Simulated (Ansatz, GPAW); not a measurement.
# Ag2IBr (model structure): optical spectrum from first principles

Wanted: where Ag2IBr (model structure) starts to absorb, how strongly, and its refractive index. The cell was made here by substitution or stacking, whether or not such a phase is known. It was built so: 1 of the 2 I atoms of the cell replaced by Br in the P4/nmm structure of AgI. The cell is first relaxed with Ansatz.

Calculated with GPAW 26.7.0; DFT, revPBE, plane-wave PAW (GPAW data sets), scalar-relativistic, RPA, optical limit.

Most raw output is cut from this account.

## Step 1: The structure

Symmetry: P4mm, No. 99, tetragonal system. Conventional cell: a = 4.442 Å, b = 4.442 Å, c = 5.819 Å, α = 90.00°, β = 90.00°, γ = 90.00°. I has 4 Ag at 2.83 Å nearest. Ag has 2 I at 2.83 Å and 2 Br at 2.83 Å and 4 Ag at 3.14 Å nearest. Br has 4 Ag at 2.83 Å nearest. 1 of the 2 I atoms of the cell replaced by Br in the P4/nmm structure of AgI. Farther neighbours and most contacts between anions are not listed.

## Step 2: Relaxation

Spectra hang on bond lengths, so the cell is first brought to its minimum.

This step: DFT, revPBE, plane-wave PAW, default files, scalar-relativistic, relaxation (Ansatz 0.2.0).

File input.yaml:

```yaml
crystal:
  lattice:
    - [4.4421162, 0.0, 0.0]
    - [0.0, 4.4421162, 0.0]
    - [0.0, 0.0, 5.8193662]
  atoms:
    - { symbol: I, position: [0.5, 0.0, 0.3] }
    - { symbol: Ag, position: [0.5, 0.5, 0.0] }
    - { symbol: Ag, position: [0.0, 0.0, 0.0] }
    - { symbol: Br, position: [0.0, 0.5, 0.7] }
kpoints:
  mp_grid: { grid: [5, 5, 4] }
scf:
  occupations: { method: fermi_dirac, width: 0.05 }
hamiltonian:
  xc: revpbe
output:
  forces: true
  stress: true
  write_density: true
  write_potential: true
  elf: true
  volumetric_format: npy
relax:
  f_tol: 0.02
  max_steps: 50
  cell: {}
```

The run is started by

```sh
> ansatz run input.yaml --threads 1 --pin off --max-ram 4096MiB --backend cpu --events-out ev --progress --plain --runs-dir out
```

Wall time 2.8 min (1 thread of Arm Neoverse V2, shared host); peak memory 0.41 GiB.

The steps of the relaxation:

```tsv
step	energy less that of the first step (eV)	largest force component (eV/Å)	pressure (GPa)	volume (Å³)
1	0.0000	0.3078	3.34	114.83
2	-0.1814	0.1043	0.74	129.88
3	-0.2343	0.0948	0.63	141.74
4	-0.2425	0.0258	-0.31	152.73
5	-0.2459	0.0045	-0.01	148.58
6	-0.2463	0.0059	0.00	148.37
7	-0.2464	0.0018	0.00	148.42
8*	-0.2603	0.0012	0.21	148.42
9	-0.2695	0.0084	0.17	151.88
10	-0.2797	0.0024	0.09	157.11
11	-0.2848	0.0092	0.05	162.16
12	-0.2835	0.0789	-0.21	163.90
13	-0.2849	0.0013	0.01	162.96
14	-0.2849	0.0014	0.00	163.54
15*	-0.2889	0.0012	0.05	163.54
16	-0.2906	0.0045	0.02	166.33
17	-0.2928	0.0157	0.06	171.75
18	-0.2932	0.0026	0.01	172.88
19	-0.2929	0.0156	0.04	178.13
20	-0.2934	0.0025	0.00	176.01
21*	-0.2949	0.0027	0.01	176.01
```

Relaxation steps marked * repeat the geometry before them on a plane-wave basis chosen anew for their cell, so energy and pressure can jump there. Relaxation step 12 was tried and not accepted.

The run keeps the 8 symmetry operations that it works with, so distortions that break them were not tested.

```tsv
cell as run	before	after	change
a (Å)	4.442	4.667	+5.1 %
b (Å)	4.442	4.667	+5.1 %
c (Å)	5.819	8.080	+38.9 %
volume (Å³/atom)	28.71	44.00	+53.3 %
```

The atoms that moved most (Å, as changes of fractional coordinates times the final cell):

```tsv
atom	dx	dy	dz	length
Br4	0.000	0.000	0.762	0.762
I1	0.000	0.000	-0.698	0.698
Ag3	0.000	0.000	-0.032	0.032
Ag2	0.000	0.000	-0.032	0.032
```

Final coordinates:

```cif
data_structure
_symmetry_space_group_name_H-M 'P 1'
_symmetry_Int_Tables_number 1
_cell_length_a 4.6671
_cell_length_b 4.6671
_cell_length_c 8.0804
_cell_angle_alpha 90.000
_cell_angle_beta 90.000
_cell_angle_gamma 90.000
_cell_volume 176.01
loop_
_atom_site_label
_atom_site_type_symbol
_atom_site_fract_x
_atom_site_fract_y
_atom_site_fract_z
_atom_site_occupancy
I1 I 0.50000 0.00000 0.21366 1
Ag2 Ag 0.50000 0.50000 0.99602 1
Ag3 Ag 0.00000 0.00000 0.99602 1
Br4 Br 0.00000 0.50000 0.79430 1
```

The relaxation ends with a largest force component of 0.0027 eV/Å and a pressure of 0.01 GPa.

## Step 3: Ground state

First the ground state: is it a metal or has it a gap?

This step: DFT, revPBE, plane-wave PAW (GPAW data sets), scalar-relativistic, ground state (GPAW 26.7.0).

File gs.py:

```python
from ase import Atoms
from ase.dft.bandgap import bandgap
from gpaw import GPAW, PW, FermiDirac

atoms = Atoms(['I', 'Ag', 'Ag', 'Br'],
              cell=[[4.667139804400, 0.000000000000, 0.000000000000],
                    [0.000000000000, 4.667139804400, 0.000000000000],
                    [0.000000000000, 0.000000000000, 8.080420733600]],
              scaled_positions=[[0.500000000000, 0.000000000000, 0.213659092600],
                                [0.500000000000, 0.500000000000, 0.996021827100],
                                [1.000000000000, 1.000000000000, 0.996021827100],
                                [0.000000000000, 0.500000000000, 0.794297253300]],
              pbc=[True, True, True])
atoms.calc = GPAW(mode=PW(400), xc='revPBE', kpts={'size': (5, 5, 3), 'gamma': True},
                  occupations=FermiDirac(0.05), maxiter=150, txt='gs.txt')
print('energy (eV)', atoms.get_potential_energy())
print('Fermi level (eV)', atoms.calc.get_fermi_level())
print('valence electrons', atoms.calc.get_number_of_electrons())
print('gap (eV)', bandgap(atoms.calc, output=None)[0])
print('direct gap (eV)', bandgap(atoms.calc, direct=True, output=None)[0])
atoms.calc.write('gs.gpw')
```

The run is started by

```sh
> OMP_NUM_THREADS=1 python gs.py
```

Wall time 29 s (1 thread); peak memory 0.2 GiB.

This step gave:

- energy: -8.811 eV
- Fermi energy: 0.9969 eV
- gap on the k-mesh: 2.035 eV
- direct gap on the mesh: 2.035 eV
- electrons: 48

There is a gap, 2.04 eV on this mesh (points off the mesh can give less), so no carriers' term is needed.

## Step 4: Bands for the response

The response needs many more empty bands than the density does.

This step: DFT, revPBE, plane-wave PAW (GPAW data sets), scalar-relativistic, bands at fixed density (GPAW 26.7.0).

File nscf.py:

```python
from ase.dft.bandgap import bandgap
from gpaw import GPAW, FermiDirac

calc = GPAW('gs.gpw').fixed_density(kpts={'size': (6, 6, 4), 'gamma': True}, nbands=110, convergence={'bands': 104},
                                    occupations=FermiDirac(0.001), txt='nscf.txt')
print('gap (eV)', bandgap(calc, output=None)[0])
print('direct gap (eV)', bandgap(calc, direct=True, output=None)[0])
print('top band over the Fermi level (eV)', min(calc.get_eigenvalues(kpt=k)[103] for k in range(len(calc.get_ibz_k_points()))) - calc.get_fermi_level())
calc.write('full.gpw', mode='all')
```

The run is started by

```sh
> OMP_NUM_THREADS=1 python nscf.py
```

It took 9.9 min on 1 thread; peak memory 0.48 GiB.

## Step 5: Dielectric function, RPA

Transitions between filled and empty bands, summed over the zone, give the optical response, so mesh, band count and broadening shape it.

The induced potential is part of this response.

This step: DFT, revPBE, plane-wave PAW (GPAW data sets), scalar-relativistic, RPA, optical limit (GPAW 26.7.0).

File df.py:

```python
from gpaw.response.df import DielectricFunction

df = DielectricFunction('full.gpw', frequencies={'type': 'nonlinear', 'domega0': 0.03, 'omega2': 8},
                        ecut=30,
                        eta=0.1,
                        nbands=104,
                        txt='df.txt')
for direction in ['x', 'z']:
    df.get_dielectric_function(xc='RPA', direction=direction, filename=f'df_{direction}.csv')
```

The run is started by

```sh
> OMP_NUM_THREADS=1 python df.py
```

Elapsed: 70 s, on 1 thread; peak memory 0.4 GiB.

Read-outs, printed or worked out from the files:

| Property | Result |
| --- | --- |
| electronic dielectric constant ε∞, mean over x, y and z (by symmetry where fewer were run) | 3.003 |

Some rows of df_x.csv (energy; Re and Im without local fields; Re and Im with them):

```text
0.000000, 3.825434, 0.000000, 3.381853, 0.000000
0.555532, 3.863439, 0.014168, 3.415403, 0.012529
1.143969, 4.005688, 0.037062, 3.541850, 0.033134
1.768324, 4.419990, 0.134154, 3.917147, 0.123263
2.431988, 4.663233, 1.270458, 4.133639, 1.176598
3.138794, 3.826387, 1.874160, 3.349315, 1.860340
3.893091, 3.629977, 2.053949, 3.043155, 1.974939
4.699832, 3.929358, 1.661338, 3.126534, 1.518650
5.564682, 5.582763, 2.297617, 4.108263, 1.853609
6.494155, 2.666846, 7.616442, 2.254940, 4.640659
7.495775, -1.366983, 3.659939, -0.202485, 3.686822
8.578281, -0.751590, 1.955634, -0.423997, 1.774058
9.751884, -0.182711, 1.125627, 0.019988, 1.023664
11.028587, 0.188368, 1.120203, 0.497387, 0.924105
12.422601, 0.435541, 0.760873, 0.529998, 0.631343
13.950874, 0.153936, 0.795134, 0.544254, 0.775988
15.633783, 0.308816, 0.608277, 0.657380, 0.604232
17.496047, 0.460456, 0.409379, 0.653937, 0.427146
19.567954, 0.517276, 0.298148, 0.702904, 0.403864
```

The Im ε has structure finer than the step of the table below, so its rows give means over 0.5 eV, whole bins alone (the curve runs from 0 to 19.9 eV). Peaks (eV: height): E ∥ x 3.14: 1.86, 3.76: 2.21, 4.47: 1.90, 6.33: 4.84; E ∥ z 4.89: 0.928, 6.71: 1.26, 8.27: 2.41, 9.75: 2.11.

Sum at mesh points, not converged in k; values under the direct gap are tails of Lorentzian lines. Table of Im ε by photon energy; means over each step:

```tsv
photon energy (eV)	E ∥ x	E ∥ z
0.5	0.0113	0.00276
1.0	0.0272	0.00615
1.5	0.0661	0.0117
2.0	0.413	0.0349
2.5	1.12	0.167
3.0	1.25	0.270
3.5	1.15	0.283
4.0	1.62	0.479
4.5	1.71	0.469
5.0	1.62	0.662
5.5	1.87	0.559
6.0	3.91	0.775
6.5	4.65	1.05
7.0	4.07	1.11
7.5	3.75	1.14
8.0	2.92	1.70
8.5	1.95	2.09
9.0	1.38	1.64
9.5	1.16	2.02
10.0	0.939	1.64
10.5	0.796	1.61
11.0	0.858	1.53
11.5	0.710	1.49
12.0	0.750	1.26
12.5	0.634	1.01
13.0	0.660	0.866
13.5	0.749	0.928
14.0	0.726	0.943
14.5	0.602	0.968
15.0	0.582	0.775
15.5	0.607	0.653
16.0	0.590	0.633
16.5	0.601	0.665
17.0	0.525	0.565
17.5	0.444	0.471
18.0	0.419	0.464
18.5	0.437	0.483
19.0	0.404	0.439
19.5	0.397	0.478
```

The reflectivity at normal incidence has structure finer than the step of the table below, so its rows give means over 0.5 eV, whole bins alone (the curve runs from 0 to 19.9 eV). Peaks (eV: height): E ∥ x 3.06: 13.3, 3.68: 14.7, 7.44: 28.1, 8.09: 30.7, 9.68: 18.0; E ∥ z 4.79: 6.75, 6.71: 7.66, 8.27: 12.7, 9.75: 12.3, 11.33: 10.0, 14.68: 7.33, 16.54: 4.73.

Sum at mesh points, not converged in k. Table of reflectivity at normal incidence by photon energy; means over each step:

```tsv
photon energy (eV)	E ∥ x (%)	E ∥ z (%)
0.5	8.85	4.02
1.0	9.22	4.11
1.5	10.0	4.29
2.0	11.7	4.67
2.5	11.9	5.13
3.0	11.4	4.91
3.5	11.8	5.12
4.0	11.3	5.67
4.5	11.5	5.48
5.0	12.2	5.39
5.5	13.8	5.69
6.0	20.8	6.59
6.5	23.4	7.26
7.0	22.7	6.83
7.5	26.1	7.29
8.0	28.3	10.1
8.5	26.5	11.0
9.0	24.4	8.35
9.5	16.4	10.8
10.0	14.2	9.31
10.5	9.14	8.90
11.0	7.72	8.66
11.5	6.13	9.72
12.0	5.83	8.85
12.5	4.62	7.28
13.0	3.50	4.83
13.5	4.15	4.98
14.0	5.31	5.34
14.5	3.88	6.39
15.0	3.29	6.01
15.5	3.45	4.40
16.0	3.24	3.41
16.5	3.88	4.25
17.0	3.71	3.43
17.5	2.82	2.99
18.0	2.37	2.14
18.5	2.27	2.36
19.0	2.23	1.91
19.5	1.99	1.97
```

The Im ε, E ∥ x has structure finer than the step of the table below, so its rows give means over 0.5 eV, whole bins alone (the curve runs from 0 to 19.9 eV). Peaks (eV: height): without local fields 3.10: 1.94, 3.76: 2.36, 6.55: 7.83; with local fields 3.14: 1.86, 3.76: 2.21, 4.47: 1.90, 6.33: 4.84.

Sum at mesh points, not converged in k; values under the direct gap are tails of Lorentzian lines. The Im ε, E ∥ x by photon energy; means over each step:

```tsv
photon energy (eV)	without local fields	with local fields
0.5	0.0128	0.0113
1.0	0.0305	0.0272
1.5	0.0728	0.0661
2.0	0.443	0.413
2.5	1.19	1.12
3.0	1.31	1.25
3.5	1.27	1.15
4.0	1.75	1.62
4.5	1.87	1.71
5.0	1.83	1.62
5.5	2.26	1.87
6.0	5.59	3.91
6.5	7.29	4.65
7.0	5.95	4.07
7.5	4.11	3.75
8.0	2.96	2.92
8.5	2.09	1.95
9.0	1.49	1.38
9.5	1.35	1.16
10.0	1.10	0.939
10.5	1.02	0.796
11.0	1.06	0.858
11.5	0.912	0.710
12.0	0.892	0.750
12.5	0.803	0.634
13.0	0.968	0.660
13.5	1.09	0.749
14.0	0.813	0.726
14.5	0.709	0.602
15.0	0.706	0.582
15.5	0.672	0.607
16.0	0.614	0.590
16.5	0.530	0.601
17.0	0.460	0.525
17.5	0.407	0.444
18.0	0.398	0.419
18.5	0.379	0.437
19.0	0.318	0.404
19.5	0.299	0.397
```

The loss function −Im 1/ε at q → 0 has structure finer than the step of the table below, so its rows give means over 0.5 eV, whole bins alone (the curve runs from 0 to 19.9 eV). Peaks (eV: height): E ∥ x 9.28: 0.938, 10.17: 1.15, 11.33: 1.09, 12.34: 0.943, 14.04: 0.916, 16.96: 0.850; E ∥ z 8.70: 0.365, 12.75: 0.779, 15.05: 0.904, 16.64: 0.869, 17.39: 0.885, 18.50: 0.690.

Sum at mesh points, not converged in k; values under the direct gap are tails of Lorentzian lines. The loss function −Im 1/ε at q → 0 by energy loss; means over each step:

```tsv
energy loss (eV)	E ∥ x	E ∥ z
0.5	9.7e-4	5.4e-4
1.0	0.00221	0.00119
1.5	0.00473	0.00217
2.0	0.0236	0.00593
2.5	0.0689	0.0264
3.0	0.0842	0.0451
3.5	0.0690	0.0455
4.0	0.119	0.0721
4.5	0.123	0.0725
5.0	0.101	0.109
5.5	0.0958	0.0841
6.0	0.116	0.104
6.5	0.176	0.135
7.0	0.225	0.160
7.5	0.267	0.150
8.0	0.335	0.161
8.5	0.488	0.290
9.0	0.703	0.273
9.5	0.865	0.321
10.0	1.05	0.428
10.5	1.05	0.424
11.0	0.905	0.460
11.5	0.934	0.542
12.0	0.873	0.639
12.5	0.854	0.735
13.0	0.686	0.655
13.5	0.687	0.614
14.0	0.846	0.639
14.5	0.797	0.709
15.0	0.729	0.862
15.5	0.730	0.815
16.0	0.713	0.700
16.5	0.798	0.784
17.0	0.838	0.762
17.5	0.746	0.748
18.0	0.677	0.615
18.5	0.653	0.643
19.0	0.657	0.583
19.5	0.616	0.569
```

Optical constants at common wavelengths, from n + ik = √ε:

```tsv
wavelength (nm)	n x	k x	R (%) x	1/α x	n z	k z	R (%) z	1/α z
1550	1.86	0.005	9.0	24 µm	1.50	0.002	4.1	80 µm
633	2.04	0.083	11.8	607 nm	1.55	0.008	4.6	6.3 µm
450	1.89	0.265	10.2	135 nm	1.57	0.100	5.0	358 nm
405	2.04	0.404	13.3	80 nm	1.56	0.087	4.9	371 nm
308	1.78	0.358	9.4	68 nm	1.60	0.176	5.7	139 nm
248	2.03	0.356	12.8	55 nm	1.51	0.202	4.7	97 nm
193	1.97	1.206	23.3	13 nm	1.64	0.311	7.2	49 nm
```

Below the direct gap, k and the depth come from the tails of the Lorentzian lines, not from transitions.

Rows near the edge hang on the gap, which this functional as a rule makes too small, and phonon-assisted absorption is left out.

## Step 6: Summary of results

| Quantity | Value |
| --- | --- |
| electronic dielectric constant ε∞, mean over x, y and z (by symmetry where fewer were run) (RPA) | 3.00 |

At this level (revPBE, RPA) Ag2IBr has a mean ε∞ = 3.00 and n = 1.86 at 1550 nm (E ∥ x). The cell grew by 53.3 % in volume. On the mesh the gap is 2.04 eV and the least direct gap 2.04 eV. Local fields change the static value along x from 3.83 to 3.38 (-12 %). The static values by axis are 3.38 (x), 2.25 (z). Excitons and phonon-assisted transitions are missing; revPBE gaps are as a rule too small, which pulls the onset down and ε∞ up. Spin-orbit coupling is left out although heavy atoms are present. The cell grew by 53 % in the relaxation, which can come from the guessed start or, where layers or molecules are weakly bound, from the missing dispersion term; a larger cell lowers ε. In this version of GPAW the matrix elements of the optical limit are incomplete, which can lower ε − 1 by up to a tenth where first-row anions or d states rule, and shift it by more in d metals. The sum runs over mesh points 0.22 Å⁻¹ apart with no interpolation, so peaks are partly noise of the mesh and static values carry its error. Besides steps told in other documents, this task had 2 runs with a known fault of program or setting; those not told in a step above aren't shown.

[Machine, clock and banner lines and Python warnings are left out of the logs.]

[Logs are printed without paths, hosts, clocks, repeated set-up lines and the standing remarks that a program may print on its own settings, such as how far it seeks lower states.]

[Hosts, paths, dates, database ids (printed as entryN), source tags and the programs' standing remarks are cut or masked in the printed files.]
